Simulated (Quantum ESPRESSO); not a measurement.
# Ru (C2/m) in Quantum ESPRESSO: single point with PBE+rVV10

Aim: the single point of Ru with PBE+rVV10.

Program: Quantum ESPRESSO 7.5. These are calculated values, not measurements. Logs are shortened: lines on timing, memory, paths and dates and some standing lists are left out, and cuts for length are marked.

### Step 1. Starting point

It takes space group C2/m (No. 12, monoclinic). Conventional cell: a = 4.687 Å, b = 2.706 Å, c = 4.282 Å, α = 90.00°, β = 90.00°, γ = 90.00°. Ru (site symmetry m) has 12 Ru at 2.61 to 2.71 Å as nearest neighbours.

### Step 2. Single point, PBE+rVV10

pw.in reads:

```
&CONTROL
  calculation = 'scf'
  prefix = 'pwscf'
  outdir = './tmp'
  pseudo_dir = './pseudo'
  tprnfor = .true.
  tstress = .true.
  disk_io = 'nowf'
/
&SYSTEM
  ibrav = 0
  nat = 2
  ntyp = 1
  ecutwfc = 84
  nbnd = 24
  input_dft = 'sla+pw+pbx+pbc+vv10'
  occupations = 'smearing'
  smearing = 'mp'
  degauss = 0.01469973
/
&ELECTRONS
  conv_thr = 4d-10
  electron_maxstep = 120
  mixing_beta = 0.5
/
ATOMIC_SPECIES
Ru   101.0700 Ru.upf
CELL_PARAMETERS angstrom
   2.7057993300    0.0000000000    0.0000000000
  -1.3528996700    2.3432909600    0.0000000000
   0.0000000000    0.0000000000    4.2819000000
ATOMIC_POSITIONS crystal
Ru     0.3383685700    0.6691414600    0.2545934000
Ru     0.6616314300    0.3308585400    0.7454066000
K_POINTS automatic
11 11 6 0 0 0
```

Potentials or basis: PseudoDojo 0.4 SR PBE stringent.

The run is started by

```
$ OMP_NUM_THREADS=1 pw.x -in pw.in > pw.out
```

pw.out:

```text
This program is part of the open-source Quantum ESPRESSO suite
     for quantum simulation of materials; please cite
         "P. Giannozzi et al., J. Phys.:Condens. Matter 21 395502 (2009);
         "P. Giannozzi et al., J. Phys.:Condens. Matter 29 465901 (2017);
         "P. Giannozzi et al., J. Chem. Phys. 152 154105 (2020);
     in publications or presentations arising from this work. More details at

     IMPORTANT: XC functional enforced from input :
     Exchange-correlation= SLA+PW+PBX+PBC+VV10
                           (   1   4   3   4  26   0   0)
     Any further DFT definition will be discarded
     Please, verify this is what you really want

     Message from routine setup:
     using ibrav=0 with symmetry is DISCOURAGED, use correct ibrav instead

     G-vector sticks info
     --------------------
     sticks:   dense  smooth     PW     G-vecs:    dense   smooth      PW
     Sum         595     595    187                18953    18953    3091

     Using Slab Decomposition

     bravais-lattice index     =            0
     lattice parameter (alat)  =       5.1132  a.u.
     unit-cell volume          =     183.2124 (a.u.)^3
     number of atoms/cell      =            2
     number of atomic types    =            1
     number of electrons       =        32.00
     number of Kohn-Sham states=           24
     kinetic-energy cutoff     =      84.0000  Ry
     charge density cutoff     =     336.0000  Ry
     scf convergence threshold =      4.0E-10
     mixing beta               =       0.5000
     number of iterations used =            8  plain     mixing
     Exchange-correlation= SLA+PW+PBX+PBC+VV10
                           (   1   4   3   4  26   0   0)

     celldm(1)=   5.113220  celldm(2)=   0.000000  celldm(3)=   0.000000
     celldm(4)=   0.000000  celldm(5)=   0.000000  celldm(6)=   0.000000

     crystal axes: (cart. coord. in units of alat)
               a(1) = (   1.000000   0.000000   0.000000 )
               a(2) = (  -0.500000   0.866025   0.000000 )
               a(3) = (   0.000000   0.000000   1.582490 )

     reciprocal axes: (cart. coord. in units 2 pi/alat)
               b(1) = (  1.000000  0.577350 -0.000000 )
               b(2) = (  0.000000  1.154701  0.000000 )
               b(3) = (  0.000000 -0.000000  0.631916 )

     PseudoPot. # 1 for Ru read from file:
     Ru.upf
     Pseudo is Norm-conserving + core correction, Zval = 16.0
     Generated using ONCVPSP code by D. R. Hamann
     Using radial grid of 1584 points,  6 beta functions with:
                l(1) =   0
                l(2) =   0
                l(3) =   1
                l(4) =   1
                l(5) =   2
                l(6) =   2

     atomic species   valence    mass     pseudopotential
     Ru               16.00   101.07000     Ru( 1.00)

      2 Sym. Ops., with inversion, found

   Cartesian axes

     site n.     atom                  positions (alat units)
         1        Ru     tau(   1) = (   0.0037978   0.5794935   0.4028915  )
         2        Ru     tau(   2) = (   0.4962022   0.2865319   1.1795984  )

     number of k points=   364  Methfessel-Paxton smearing, width (Ry)=  0.0147

     Number of k-points >= 100: set verbosity='high' to print them.

     Dense  grid:    18953 G-vectors     FFT dimensions: (  30,  30,  48)

     Initial potential from superposition of free atoms

     starting charge      31.9985, renormalised to      32.0000

Carrying out rVV10 run using the following parameters:
Nqs =      20    Nr_points =    1024   r_max =   100.000
b_value =  6.30000    beta =  0.00901
     q_mesh =  0.00010000  0.00030000  0.00058939  0.00100810
               0.00161396  0.00249058  0.00375900  0.00559430
               0.00824984  0.01209221  0.01765183  0.02569619
               0.03733578  0.05417739  0.07854596  0.11380545
               0.16482331  0.23864234  0.34545298  0.50000000

Gradients computed in Reciprocal space

     Starting wfcs are   20 randomized atomic wfcs +    4 random wfcs

     Self-consistent Calculation

     iteration #  1     ecut=    84.00 Ry     beta= 0.50
     Davidson diagonalization with overlap
     ethr =  1.00E-02,  avg # of iterations =  4.0

     Threshold (ethr) on eigenvalues was too large:
     Diagonalizing with lowered threshold

     Davidson diagonalization with overlap
     ethr =  9.15E-04,  avg # of iterations =  1.1

     total energy              =    -404.08241761 Ry
     estimated scf accuracy    <       0.29866676 Ry

     iteration #  2     ecut=    84.00 Ry     beta= 0.50
     Davidson diagonalization with overlap
     ethr =  9.33E-04,  avg # of iterations =  2.0

     total energy              =    -404.14835934 Ry
     estimated scf accuracy    <       0.00767012 Ry

     iteration #  3     ecut=    84.00 Ry     beta= 0.50
     Davidson diagonalization with overlap
     ethr =  2.40E-05,  avg # of iterations =  4.3

     total energy              =    -404.14910256 Ry
     estimated scf accuracy    <       0.00114785 Ry

     iteration #  4     ecut=    84.00 Ry     beta= 0.50
     Davidson diagonalization with overlap
     ethr =  3.59E-06,  avg # of iterations =  2.8

     total energy              =    -404.14917623 Ry
     estimated scf accuracy    <       0.00003352 Ry

     iteration #  5     ecut=    84.00 Ry     beta= 0.50
     Davidson diagonalization with overlap
     ethr =  1.05E-07,  avg # of iterations =  2.1

     total energy              =    -404.14918165 Ry
     estimated scf accuracy    <       0.00000158 Ry

     iteration #  6     ecut=    84.00 Ry     beta= 0.50
     Davidson diagonalization with overlap
     ethr =  4.93E-09,  avg # of iterations =  2.0

     total energy              =    -404.14918204 Ry
     estimated scf accuracy    <       0.00000038 Ry

     iteration #  7     ecut=    84.00 Ry     beta= 0.50
     Davidson diagonalization with overlap
     ethr =  1.19E-09,  avg # of iterations =  1.8

     total energy              =    -404.14918208 Ry
     estimated scf accuracy    <       0.00000003 Ry

     iteration #  8     ecut=    84.00 Ry     beta= 0.50
     Davidson diagonalization with overlap
     ethr =  8.96E-11,  avg # of iterations =  2.0

     total energy              =    -404.14918208 Ry
     estimated scf accuracy    <          2.2E-09 Ry

     iteration #  9     ecut=    84.00 Ry     beta= 0.50
     Davidson diagonalization with overlap
     ethr =  6.77E-12,  avg # of iterations =  1.5

     total energy              =    -404.14918208 Ry
     estimated scf accuracy    <          5.6E-10 Ry

     iteration # 10     ecut=    84.00 Ry     beta= 0.50
     Davidson diagonalization with overlap
     ethr =  1.74E-12,  avg # of iterations =  2.0

     End of self-consistent calculation

     Number of k-points >= 100: set verbosity='high' to print the bands.

     the Fermi energy is    23.6059 ev

!    total energy              =    -404.14918208 Ry
     estimated scf accuracy    <          1.7E-11 Ry
     smearing contrib. (-TS)   =      -0.00023218 Ry
     internal energy E=F+TS    =    -404.14894990 Ry

     The total energy is F=E-TS. E is the sum of the following terms:
     one-electron contribution =     -64.83963828 Ry
     hartree contribution      =      56.68539198 Ry
     xc contribution           =     -68.09882034 Ry
     ewald contribution        =    -327.89588326 Ry

     convergence has been achieved in  10 iterations

     Forces acting on atoms (cartesian axes, Ry/au):

     atom    1 type  1   force =    -0.00524701   -0.00296024   -0.01996713
     atom    2 type  1   force =     0.00524701    0.00296024    0.01996713

     Total force =     0.029495     Total SCF correction =     0.000003

     Computing stress (Cartesian axis) and pressure

          total   stress  (Ry/bohr**3)                   (kbar)     P=       -6.89
  -0.00007826  -0.00003002   0.00000800          -11.51       -4.42        1.18
  -0.00003002  -0.00004433   0.00000451           -4.42       -6.52        0.66
   0.00000800   0.00000451  -0.00001796            1.18        0.66       -2.64

=------------------------------------------------------------------------------=
   JOB DONE.
=------------------------------------------------------------------------------=
```

Wall time 3.2 min (1 thread of Intel Xeon Platinum 8488C (Sapphire Rapids), shared host); peak memory 0.38 GiB.

What came out:

```yaml
Free_energy: -5498.7297 eV
Pressure: -0.7 GPa
Largest_force: 0.536 eV/Å
Band_gap_on_the_k_mesh: none (metal or under the smearing width)
```

Forces in eV/Å, atoms in the order of the input:
```
Ru  -0.135 -0.076 -0.513
Ru   0.135  0.076  0.513
```

Stress tensor (GPa, compression positive):
```
-1.15 -0.44  0.12
-0.44 -0.65  0.07
 0.12  0.07 -0.26
```

Levels at points of the mesh, in eV from the Fermi level:
| k point | band 12 | band 13 | band 14 | band 15 | band 16 | band 17 | band 18 | band 19 | band 20 | band 21 |
| --- | --- | --- | --- | --- | --- | --- | --- | --- | --- | --- |
| (0.00, 0.00, 0.00) | -2.53 | -2.37 | -1.89 | -1.86 | -1.37 | -1.23 | 1.19 | 1.31 | 1.35 | 10.33 |
| (0.00, 0.00, -0.50) | -2.73 | -2.72 | -2.70 | -2.69 | -2.50 | 0.51 | 0.57 | 0.68 | 0.73 | 14.42 |

Caveat: rVV10's parameter b was fitted to another functional; pairwise dispersion overbinds metals, which lowers pressure and volume.

### Step 3. The reference run

An earlier run on the cell as given: functional PBE; potentials or basis SSSP 1.3 efficiency PBE; cutoff 816 eV; density cutoff 3265 eV; k mesh 11 × 11 × 6; occupations fermi-dirac, width 0.05 eV; no spin polarisation.

- Pressure: 4.9 GPa
- Largest force: 0.530 eV/Å
- Band gap on the k mesh: none (metal or under the smearing width)
